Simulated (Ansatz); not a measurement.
Born–Oppenheimer molecular dynamics of a periodic cell of 21 atoms, H₇C₆O₈ (host H4C3O4, host structure P-1, one H atom removed). It starts from an unrelaxed structure (largest force component 5.23 eV/Å).

All numbers below come from DFT PBE-D3(BJ), scalar-relativistic, plane waves, PAW (Ansatz 0.2.0). Settings: accuracy low, cutoff 420 eV, k mesh 2x2x2, fermi-dirac smearing 0.05 eV, no spin polarisation.

* ensemble: NVT, Nosé–Hoover chain
* time step: 0.5 fs
* steps asked: 60
* set temperature: 500 K
* thermostat: time constant 3 fs, chain length 1
* seed: 996862

Frames 0.5 fs apart, positions in Å, forces in eV/Å.

Velocities at 25.0 fs (Å/ps):

```
H 19.18 -8.79 18.86
H -25.92 -13.83 0.52
H -32.96 -48.62 45.16
H -40.82 43.91 -22.98
H 40.16 29.85 -42.83
H 34.52 32.55 10.12
H 15.14 -19.61 6.08
C -3.11 6.01 -0.34
C -10.13 -0.43 5.54
C 8.17 5.11 7.98
C -10.81 -1.61 -6.29
C 5.03 -1.67 -4.91
C -1.90 0.97 8.00
O -2.46 1.69 0.51
O -2.16 -9.72 6.40
O -0.22 -3.62 -0.35
O 0.28 -3.12 -1.39
O 2.09 3.52 -4.71
O 1.12 5.29 -1.09
O 6.94 -0.13 -1.18
O 3.39 -1.18 -6.63
```

```xyz
21
Lattice="5.2659 0.0000 0.0000 0.4708 5.4317 0.0000 2.0504 2.5584 7.9337" Properties=species:S:1:pos:R:3:forces:R:3 time_fs=25.0 energy_less_start_eV=-0.232 T=637
H 6.075 2.986 4.631 -0.88 -0.03 -0.89
H 1.624 4.900 3.441 -1.16 -0.97 -0.98
H 3.309 1.948 2.646 0.06 0.16 0.08
H 3.441 3.280 1.468 0.38 -0.32 0.21
H 4.683 5.440 5.712 -1.89 -0.73 0.56
H 6.382 2.656 7.935 -1.03 0.22 -0.69
H 1.679 5.336 -0.101 0.98 0.16 0.30
C 5.048 3.203 2.897 0.16 -0.30 0.25
C 2.622 4.771 5.051 -1.25 -3.59 2.96
C 4.028 2.540 2.061 -0.85 -0.82 -0.76
C 3.551 5.351 6.008 2.95 1.71 -1.44
C 4.680 1.522 1.075 2.89 3.06 1.74
C 3.162 6.480 6.829 0.33 -1.28 -0.23
O 5.639 4.191 2.494 0.87 1.30 0.06
O 2.037 3.719 5.545 0.61 2.17 -1.49
O 5.273 2.612 4.054 0.75 -0.22 1.22
O 2.449 5.210 3.869 1.13 1.68 -0.42
O 0.677 1.480 0.970 -2.18 -0.90 -0.17
O 7.235 6.799 6.929 -0.19 0.53 0.64
O 3.802 0.891 0.415 -0.02 -2.30 -1.05
O 4.206 7.109 7.410 -1.66 0.48 0.10
21
Lattice="5.2659 0.0000 0.0000 0.4708 5.4317 0.0000 2.0504 2.5584 7.9337" Properties=species:S:1:pos:R:3:forces:R:3 time_fs=25.5 energy_less_start_eV=-0.085 T=545
H 6.083 2.982 4.639 -1.02 -0.06 -1.01
H 1.610 4.892 3.440 -0.72 -0.80 -0.78
H 3.293 1.924 2.668 0.71 0.74 -0.48
H 3.422 3.301 1.457 0.82 -0.90 0.67
H 4.701 5.454 5.692 -2.37 -0.77 0.69
H 6.397 2.672 7.939 -1.04 0.00 -0.81
H 1.687 5.327 -0.097 0.87 0.36 0.37
C 5.047 3.206 2.897 0.21 -0.47 0.49
C 2.617 4.771 5.054 -1.23 -3.61 2.76
C 4.032 2.543 2.064 -2.02 -0.95 -0.84
C 3.546 5.350 6.005 3.44 1.85 -1.41
C 4.682 1.522 1.073 2.82 3.30 1.95
C 3.162 6.480 6.833 0.36 -1.39 -0.41
O 5.638 4.192 2.494 0.96 1.45 0.03
O 2.036 3.715 5.548 0.57 2.21 -1.52
O 5.273 2.610 4.054 0.89 -0.10 1.25
O 2.449 5.209 3.868 0.63 1.41 -0.51
O 0.678 1.481 0.968 -2.10 -0.92 -0.18
O 7.236 6.801 6.928 -0.19 0.53 0.68
O 3.805 0.891 0.414 -0.09 -2.19 -1.01
O 4.207 7.108 7.406 -1.52 0.30 0.07
21
Lattice="5.2659 0.0000 0.0000 0.4708 5.4317 0.0000 2.0504 2.5584 7.9337" Properties=species:S:1:pos:R:3:forces:R:3 time_fs=26.0 energy_less_start_eV=0.083 T=448
H 6.089 2.977 4.644 -1.10 -0.07 -1.08
H 1.595 4.882 3.437 -0.26 -0.62 -0.59
H 3.279 1.902 2.689 1.18 1.17 -0.88
H 3.405 3.320 1.448 1.15 -1.32 1.00
H 4.712 5.465 5.674 -2.66 -0.80 0.78
H 6.410 2.688 7.942 -1.00 -0.22 -0.93
H 1.698 5.318 -0.093 0.74 0.55 0.45
C 5.045 3.209 2.897 0.26 -0.62 0.72
C 2.612 4.769 5.058 -1.19 -3.57 2.51
C 4.036 2.545 2.068 -2.86 -1.08 -0.92
C 3.542 5.350 6.002 3.74 1.98 -1.34
C 4.686 1.522 1.071 2.68 3.46 2.10
C 3.161 6.480 6.837 0.36 -1.47 -0.58
O 5.637 4.193 2.494 1.04 1.57 0.01
O 2.035 3.710 5.551 0.52 2.21 -1.53
O 5.273 2.608 4.054 0.97 -0.01 1.24
O 2.450 5.208 3.867 0.12 1.12 -0.58
O 0.679 1.483 0.966 -1.99 -0.92 -0.18
O 7.236 6.804 6.928 -0.19 0.52 0.72
O 3.808 0.890 0.413 -0.16 -2.02 -0.94
O 4.208 7.108 7.403 -1.36 0.11 0.04
21
Lattice="5.2659 0.0000 0.0000 0.4708 5.4317 0.0000 2.0504 2.5584 7.9337" Properties=species:S:1:pos:R:3:forces:R:3 time_fs=26.5 energy_less_start_eV=0.229 T=368
H 6.092 2.973 4.647 -1.13 -0.06 -1.10
H 1.579 4.871 3.433 0.16 -0.45 -0.41
H 3.268 1.885 2.707 1.50 1.47 -1.16
H 3.391 3.334 1.441 1.37 -1.60 1.22
H 4.717 5.475 5.658 -2.81 -0.82 0.83
H 6.420 2.703 7.941 -0.94 -0.44 -1.04
H 1.709 5.311 -0.088 0.62 0.71 0.51
C 5.044 3.212 2.897 0.30 -0.75 0.92
C 2.607 4.768 5.062 -1.14 -3.48 2.24
C 4.038 2.547 2.071 -3.44 -1.18 -1.00
C 3.538 5.350 5.998 3.90 2.09 -1.25
C 4.689 1.522 1.070 2.48 3.55 2.19
C 3.160 6.480 6.840 0.35 -1.52 -0.73
O 5.636 4.194 2.494 1.11 1.67 0.00
O 2.034 3.707 5.553 0.46 2.20 -1.52
O 5.274 2.607 4.054 0.99 0.07 1.18
O 2.450 5.207 3.866 -0.35 0.83 -0.60
O 0.679 1.484 0.964 -1.84 -0.92 -0.18
O 7.237 6.807 6.928 -0.17 0.50 0.74
O 3.812 0.889 0.412 -0.23 -1.81 -0.83
O 4.209 7.107 7.400 -1.20 -0.06 0.01
21
Lattice="5.2659 0.0000 0.0000 0.4708 5.4317 0.0000 2.0504 2.5584 7.9337" Properties=species:S:1:pos:R:3:forces:R:3 time_fs=27.0 energy_less_start_eV=0.323 T=316
H 6.092 2.968 4.647 -1.11 -0.04 -1.09
H 1.564 4.860 3.428 0.52 -0.29 -0.26
H 3.261 1.871 2.721 1.70 1.67 -1.34
H 3.381 3.345 1.438 1.51 -1.78 1.35
H 4.715 5.482 5.645 -2.85 -0.83 0.86
H 6.428 2.716 7.939 -0.86 -0.63 -1.14
H 1.722 5.307 -0.082 0.50 0.83 0.55
C 5.043 3.214 2.898 0.34 -0.85 1.08
C 2.601 4.765 5.066 -1.07 -3.36 1.94
C 4.040 2.549 2.074 -3.80 -1.26 -1.07
C 3.536 5.351 5.994 3.95 2.17 -1.16
C 4.693 1.524 1.069 2.22 3.56 2.22
C 3.159 6.479 6.844 0.33 -1.54 -0.86
O 5.636 4.196 2.495 1.16 1.73 0.01
O 2.033 3.703 5.555 0.40 2.15 -1.50
O 5.274 2.605 4.054 0.97 0.12 1.08
O 2.450 5.206 3.865 -0.75 0.55 -0.57
O 0.679 1.485 0.961 -1.66 -0.90 -0.18
O 7.237 6.809 6.928 -0.16 0.47 0.76
O 3.815 0.888 0.411 -0.27 -1.56 -0.69
O 4.210 7.107 7.397 -1.04 -0.19 -0.01
21
Lattice="5.2659 0.0000 0.0000 0.4708 5.4317 0.0000 2.0504 2.5584 7.9337" Properties=species:S:1:pos:R:3:forces:R:3 time_fs=27.5 energy_less_start_eV=0.345 T=300
H 6.089 2.964 4.645 -1.05 -0.02 -1.03
H 1.551 4.848 3.422 0.80 -0.16 -0.14
H 3.258 1.861 2.732 1.80 1.78 -1.45
H 3.374 3.351 1.438 1.59 -1.88 1.42
H 4.706 5.487 5.634 -2.79 -0.83 0.86
H 6.433 2.728 7.934 -0.77 -0.80 -1.21
H 1.736 5.304 -0.075 0.41 0.88 0.55
C 5.042 3.216 2.898 0.37 -0.92 1.19
C 2.596 4.762 5.071 -0.98 -3.19 1.63
C 4.042 2.550 2.077 -4.00 -1.32 -1.11
C 3.534 5.352 5.990 3.88 2.23 -1.05
C 4.698 1.526 1.069 1.90 3.49 2.19
C 3.159 6.479 6.847 0.30 -1.53 -0.96
O 5.635 4.197 2.495 1.19 1.76 0.04
O 2.033 3.701 5.557 0.33 2.09 -1.47
O 5.274 2.603 4.055 0.89 0.15 0.96
O 2.450 5.205 3.864 -1.08 0.29 -0.50
O 0.679 1.486 0.959 -1.44 -0.87 -0.18
O 7.238 6.812 6.928 -0.14 0.43 0.77
O 3.817 0.887 0.410 -0.29 -1.31 -0.54
O 4.211 7.106 7.394 -0.91 -0.28 0.00
21
Lattice="5.2659 0.0000 0.0000 0.4708 5.4317 0.0000 2.0504 2.5584 7.9337" Properties=species:S:1:pos:R:3:forces:R:3 time_fs=28.0 energy_less_start_eV=0.287 T=321
H 6.084 2.959 4.640 -0.94 0.02 -0.93
H 1.540 4.835 3.417 1.02 -0.04 -0.05
H 3.260 1.856 2.740 1.84 1.83 -1.51
H 3.372 3.353 1.441 1.60 -1.90 1.43
H 4.691 5.490 5.625 -2.63 -0.82 0.83
H 6.437 2.737 7.926 -0.68 -0.91 -1.25
H 1.751 5.303 -0.066 0.34 0.86 0.51
C 5.040 3.218 2.899 0.41 -0.96 1.26
C 2.590 4.758 5.075 -0.87 -2.99 1.32
C 4.042 2.551 2.079 -4.05 -1.37 -1.12
C 3.533 5.353 5.986 3.69 2.26 -0.93
C 4.703 1.529 1.069 1.52 3.34 2.11
C 3.158 6.478 6.849 0.26 -1.48 -1.04
O 5.635 4.199 2.495 1.19 1.73 0.08
O 2.032 3.698 5.559 0.25 2.01 -1.42
O 5.275 2.602 4.056 0.77 0.16 0.79
O 2.450 5.205 3.863 -1.34 0.05 -0.38
O 0.678 1.487 0.957 -1.19 -0.84 -0.17
O 7.238 6.815 6.928 -0.12 0.39 0.78
O 3.820 0.885 0.409 -0.28 -1.05 -0.37
O 4.211 7.106 7.391 -0.80 -0.31 0.05
21
Lattice="5.2659 0.0000 0.0000 0.4708 5.4317 0.0000 2.0504 2.5584 7.9337" Properties=species:S:1:pos:R:3:forces:R:3 time_fs=28.5 energy_less_start_eV=0.153 T=377
H 6.077 2.955 4.633 -0.76 0.08 -0.79
H 1.531 4.823 3.411 1.17 0.07 0.02
H 3.266 1.855 2.744 1.81 1.82 -1.51
H 3.373 3.350 1.447 1.56 -1.86 1.38
H 4.669 5.491 5.618 -2.33 -0.78 0.77
H 6.439 2.745 7.914 -0.61 -0.97 -1.25
H 1.767 5.304 -0.056 0.29 0.76 0.42
C 5.040 3.220 2.900 0.44 -0.96 1.29
C 2.584 4.754 5.080 -0.73 -2.74 1.02
C 4.042 2.552 2.082 -3.96 -1.40 -1.10
C 3.533 5.355 5.982 3.37 2.26 -0.79
C 4.708 1.533 1.069 1.09 3.13 1.97
C 3.158 6.476 6.852 0.22 -1.40 -1.10
O 5.635 4.202 2.495 1.17 1.67 0.14
O 2.032 3.696 5.560 0.16 1.89 -1.36
O 5.276 2.600 4.057 0.58 0.14 0.59
O 2.450 5.204 3.862 -1.53 -0.17 -0.24
O 0.677 1.488 0.955 -0.90 -0.79 -0.15
O 7.238 6.818 6.928 -0.10 0.33 0.79
O 3.823 0.884 0.408 -0.23 -0.81 -0.21
O 4.212 7.106 7.388 -0.71 -0.27 0.13
21
Lattice="5.2659 0.0000 0.0000 0.4708 5.4317 0.0000 2.0504 2.5584 7.9337" Properties=species:S:1:pos:R:3:forces:R:3 time_fs=29.0 energy_less_start_eV=-0.039 T=463
H 6.068 2.951 4.624 -0.52 0.16 -0.59
H 1.525 4.811 3.405 1.28 0.17 0.07
H 3.276 1.858 2.745 1.71 1.74 -1.46
H 3.378 3.342 1.457 1.45 -1.74 1.27
H 4.642 5.490 5.612 -1.86 -0.73 0.65
H 6.439 2.750 7.900 -0.57 -0.96 -1.20
H 1.783 5.308 -0.045 0.27 0.60 0.29
C 5.039 3.221 2.901 0.48 -0.93 1.27
C 2.578 4.749 5.086 -0.57 -2.46 0.71
C 4.040 2.552 2.084 -3.72 -1.42 -1.04
C 3.534 5.358 5.978 2.86 2.22 -0.62
C 4.713 1.537 1.070 0.62 2.85 1.78
C 3.158 6.474 6.854 0.18 -1.30 -1.13
O 5.635 4.204 2.496 1.13 1.55 0.20
O 2.031 3.694 5.561 0.06 1.75 -1.28
O 5.277 2.599 4.058 0.33 0.09 0.35
O 2.450 5.204 3.861 -1.66 -0.38 -0.07
O 0.677 1.488 0.952 -0.58 -0.73 -0.14
O 7.239 6.820 6.928 -0.08 0.27 0.79
O 3.826 0.882 0.407 -0.14 -0.60 -0.07
O 4.212 7.105 7.386 -0.65 -0.18 0.25
21
Lattice="5.2659 0.0000 0.0000 0.4708 5.4317 0.0000 2.0504 2.5584 7.9337" Properties=species:S:1:pos:R:3:forces:R:3 time_fs=29.5 energy_less_start_eV=-0.260 T=564
H 6.058 2.947 4.614 -0.21 0.27 -0.34
H 1.522 4.798 3.399 1.35 0.26 0.11
H 3.291 1.866 2.741 1.53 1.59 -1.34
H 3.386 3.331 1.471 1.27 -1.52 1.08
H 4.609 5.488 5.609 -1.18 -0.65 0.45
H 6.438 2.753 7.883 -0.55 -0.89 -1.10
H 1.801 5.312 -0.034 0.25 0.38 0.11
C 5.038 3.223 2.903 0.51 -0.86 1.20
C 2.572 4.743 5.091 -0.37 -2.12 0.42
C 4.038 2.552 2.086 -3.32 -1.43 -0.95
C 3.535 5.360 5.973 2.11 2.14 -0.39
C 4.719 1.542 1.071 0.11 2.51 1.55
C 3.157 6.472 6.857 0.14 -1.16 -1.15
O 5.635 4.207 2.496 1.06 1.39 0.28
O 2.030 3.692 5.562 -0.06 1.57 -1.19
O 5.278 2.597 4.059 0.01 0.01 0.05
O 2.449 5.203 3.860 -1.75 -0.57 0.10
O 0.676 1.489 0.950 -0.23 -0.67 -0.12
O 7.239 6.823 6.929 -0.06 0.20 0.78
O 3.829 0.880 0.405 -0.01 -0.42 0.05
O 4.212 7.104 7.383 -0.59 -0.04 0.39
```

Of the whole run (30 fs, mean temperature of the second half 473 K): The conserved energy stayed within 0.9 meV per atom of its start (net change -0.59 meV per atom), so the integration is sound. A run of 0.03 ps of so small a system gives no equilibrium averages. Limits of this set-up: coarse k mesh, odd electron count without spin, low accuracy level.

Run time: 5 min on 1 thread of Arm Neoverse V2, on a shared host, peak memory 0.51 GiB.
